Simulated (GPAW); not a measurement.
Runs of GPAW 26.7.0 on TiO. Symmetry: F-43m, No. 216, cubic system. Conventional cell: a = 4.939 Å, b = 4.939 Å, c = 4.939 Å, α = 90.00°, β = 90.00°, γ = 90.00°. Ti (site symmetry -43m) is surrounded by 4 O at 2.14 Å. O (site symmetry -43m) is surrounded by 4 Ti at 2.14 Å. The cell comes from a database or a generator and needn't be the stable form of this composition.

```tsv
level	potentials or basis	spin	U	fixed moment (μB)	gap on the mesh (eV)	pressure (GPa)	moment (μB)
PBEsol+U	PAW data sets generated in the run's folder for this functional, pw	collinear, ferromagnetic start	Ti d U = 4 eV	4.0	-	15.7	4.00
LDA+U	the program's PAW data sets (release 1.2.1) made for this functional, pw	collinear, random start	Ti d U = 5 eV	-	(b)	-25.8	0.00
PBEsol+U	PAW data sets generated in the run's folder for this functional, pw	collinear, ferromagnetic start	Ti d U = 4 eV	-	none	-22.3	0.90
PBEsol	PAW data sets generated in the run's folder for this functional, pw	collinear, random start	-	-	none	(a)	0.54
```

Alike in all rows: task single point; cell as given; k mesh 7 × 7 × 7; cutoff (eV) 800; smearing gaussian 0.05 eV.

Problem. Fill in the values left out.

Solution. (a) -25.2; (b) 0.10.

Caveats: the total moment is fixed, so each spin has its own Fermi level (some runs); an odd mesh through Γ misses points on the zone boundary, where band edges often lie (some runs); so large a pressure means that the cell lies far from this level's equilibrium, or that cutoff or potentials fall short (some runs); semilocal functionals often make such compounds metallic where correlation or magnetic order opens a gap, which also shifts bond lengths (some runs).

A gap of «none» marks a metal or a gap under the smearing width.

Runs at the PBE level aren't shown here.
